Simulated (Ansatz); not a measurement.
The system is PbSe (Clausthalite).

```xyz
2
Lattice="0.0000 3.0606 3.0606 3.0606 0.0000 3.0606 3.0606 3.0606 0.0000" Properties=species:S:1:pos:R:3 pbc="T T T"
Pb    0.0000    0.0000    0.0000
Se    3.0606    3.0606    3.0606
```

| Property | Result |
| --- | --- |
| Program | Ansatz 0.2.0 |
| Task | single point |
| Functional | PBE |
| Potentials or basis | Ansatz PAW |
| Cutoff | 420 eV (not typed: the program's choice for these potentials) |
| k mesh | 8 × 8 × 8 |
| Occupations | fermi-dirac, width 0.05 eV |
| Spin | no spin polarisation |

On this cell: pressure 2.4 GPa; largest force zero by symmetry; band gap on the k mesh 0.29 eV, direct.

The same run follows on a disturbed copy (atoms moved at random, drawn with an rms of 0.05 Å):

```
Pb Se
1.0
     0.00000    3.06065    3.06065
     3.06065    0.00000    3.06065
     3.06065    3.06065    0.00000
Pb Se
1 1
Direct
  0.99775 0.99684 0.99940
  0.50309 0.50000 0.49270
```

Task: What does the disturbed cell give?

Result: The energy moves by +0.1 meV/atom; pressure 2.4 GPa; largest force 0.016 eV/Å; band gap on the k mesh 0.29 eV, direct.

Forces in eV/Å, atoms in the order of the input:
```
Pb  -0.006 -0.002  0.015
Se   0.006  0.002 -0.015
```

Caveats: spin-orbit coupling is left out, which as a rule narrows the gap of such compounds by several tenths of an eV.

A k mesh can miss the band edges.
